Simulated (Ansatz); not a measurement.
# TaN: response to strain

Aim: deform TaN (equal xy, yz and zx engineering shear strains of -3 %) and compute stress, forces and field gradients with LAPW, PAW and all-electron datasets made for the crystal.

Computed with Ansatz 0.2.0 (DFT PBE, scalar-relativistic, unless a step's input says otherwise).

## 1. The system as given

Symmetry: P-62m, No. 189, hexagonal system. The conventional cell has a = 5.196 Å, b = 5.196 Å, c = 2.911 Å, α = 90.00°, β = 90.00°, γ = 120.00°. Ta (site symmetry -6) has 6 N at 2.16 Å as nearest neighbours. Ta (site symmetry -62m) is surrounded by 3 N at 2.04 Å. Around N (site symmetry m2m) lie 5 Ta at 2.04 to 2.16 Å.

As a file:

```
Ta N
1.0
     5.19600    0.00000    0.00000
    -2.59800    4.49987    0.00000
     0.00000    0.00000    2.91100
Ta N
3 3
Cartesian
  0.0000 2.9999 1.4555
  2.5980 1.5000 1.4555
  0.0000 0.0000 0.0000
  2.0412 0.0000 0.0000
  1.5774 2.7321 0.0000
  -1.0206 1.7678 0.0000
```

Atoms are numbered in the order of the input: Ta1, Ta2, Ta3, N4, N5, N6.

## 2. The deformed structure

Space group P-62m before, P1 after.

## 3. All-electron LAPW

The input, input.yaml:

```yaml
crystal:
  lattice:
    - [5.1960008669, -0.077940013, -0.077940013]
    - [-2.6654984646, 4.5388387553, -0.0285280247]
    - [-0.043665, -0.043665, 2.911]
  atoms:
    - { symbol: Ta, position: [0.3333333333, 0.6666666667, 0.5] }
    - { symbol: Ta, position: [0.6666666667, 0.3333333333, 0.5] }
    - { symbol: Ta, position: [0.0, 0.0, 0.0] }
    - { symbol: "N", position: [0.39285, 0.0, 0.0] }
    - { symbol: "N", position: [0.60715, 0.60715, 0.0] }
    - { symbol: "N", position: [0.0, 0.39285, 0.0] }
kpoints:
  mp_grid: { grid: [6, 6, 9] }
  band_path:
    path:
      - [0.0, 0.0, 0.0]
      - [0.0, 0.0, 0.5]
      - [-0.5, 0.5, 0.0]
      - [0.0, 0.0, 0.0]
      - [0.0, -0.5, 0.0]
      - [-0.5, 0.0, 0.5]
      - [0.0, 0.0, 0.0]
      - [-0.5, 0.0, 0.0]
      - [0.0, -0.5, 0.5]
    npoints: 5
scf:
  occupations: { method: fermi_dirac, width: 0.01 }
hamiltonian:
  xc: pbe
  pseudopotentials: { kind: all_electron, lapw: { basis_error: 0.001 } }
output:
  forces: true
  stress: true
  eigenvalues: true
```

Launch:

```
> ansatz run input.yaml --threads 2 --pin off --max-ram 6144MiB --backend cpu --events-out ev --progress --plain --runs-dir out
```

## 4. PAW with frozen cores

Edit input.yaml of step 3 so:

```diff
@@ -14,14 +14,2 @@
   mp_grid: { grid: [6, 6, 9] }
-  band_path:
-    path:
-      - [0.0, 0.0, 0.0]
-      - [0.0, 0.0, 0.5]
-      - [-0.5, 0.5, 0.0]
-      - [0.0, 0.0, 0.0]
-      - [0.0, -0.5, 0.0]
-      - [-0.5, 0.0, 0.5]
-      - [0.0, 0.0, 0.0]
-      - [-0.5, 0.0, 0.0]
-      - [0.0, -0.5, 0.5]
-    npoints: 5
 scf:
@@ -30,3 +18,3 @@
   xc: pbe
-  pseudopotentials: { kind: all_electron, lapw: { basis_error: 0.001 } }
+  pseudopotentials: { kind: paw }
 output:
@@ -35 +23,2 @@
   eigenvalues: true
+  efg: { contact_densities: true }
```

## 5. Datasets made for this crystal

Edit input.yaml of step 4 so:

```diff
@@ -18,3 +18,3 @@
   xc: pbe
-  pseudopotentials: { kind: paw }
+  pseudopotentials: { kind: all_electron, datasets: crystal }
 output:
```

(Steps that only read results are left out.)

Before running it: what results should come out? Wanted: pressure; largest shear or deviatoric stress.

As calculated:

| quantity | value |
| --- | --- |
| pressure | LAPW 5.85, PAW 5.79, crystal datasets 5.85 GPa |
| largest shear or deviatoric stress (LAPW) | 6.27 GPa |

The largest part of the stress beyond the pressure is 6.27 GPa in size; the atoms are carried along and not relaxed. No run of the undeformed cell stands beside it, so the pressure holds what the given cell had before the change. PAW: stress within 0.10 GPa of LAPW, forces within 13 meV/Å. Crystal datasets: stress within 0.01 GPa of LAPW, forces within 1 meV/Å. Spin-orbit coupling is left out, though the cell holds Ta; in elements this heavy it can shift bands and gaps by tenths of an eV.
